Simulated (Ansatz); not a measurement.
The system is Y.

```
Y
1.0
     3.64740    0.00000    0.00000
    -1.82370    3.15874    0.00000
     0.00000    0.00000    5.73060
Y
2
Direct
  0.66667 0.33333 0.75000
  0.33333 0.66667 0.25000
```

| Property | Result |
| --- | --- |
| Program | Ansatz 0.2.0 |
| Task | single point |
| Functional | PBEsol |
| Potentials or basis | Ansatz PAW |
| Cutoff | 420 eV (not typed: the program's choice for these potentials) |
| k mesh | 8 × 8 × 5 |
| Occupations | fermi-dirac, width 0.05 eV |
| Spin | no spin polarisation |

On this cell: pressure -2.0 GPa; largest force under 0.003 eV/Å; band gap on the k mesh none (metal or under the smearing width).

The same run follows on a disturbed copy (atoms moved at random, drawn with an rms of 0.05 Å):

```
Y
1.0
     3.64740    0.00000    0.00000
    -1.82370    3.15874    0.00000
     0.00000    0.00000    5.73060
Y
2
Direct
  0.67008 0.32178 0.75123
  0.33051 0.67413 0.25563
```

Q: What does the disturbed cell give?

A: The energy (extrapolated to zero smearing) moves by +2.2 meV/atom; pressure -2.0 GPa; largest force 0.117 eV/Å; band gap on the k mesh none (metal or under the smearing width).

Forces on the atoms (eV/Å):
```
Y   -0.059  0.066  0.077
Y    0.059 -0.066 -0.077
```

Stress tensor (GPa, compression positive):
```
-2.07  0.17 -0.02
 0.17 -1.72  0.02
-0.02  0.02 -2.28
```

Caveats: the PAW data sets come from PBE, with cores solved anew for the run's functional, which leaves a small shift of forces and pressure.
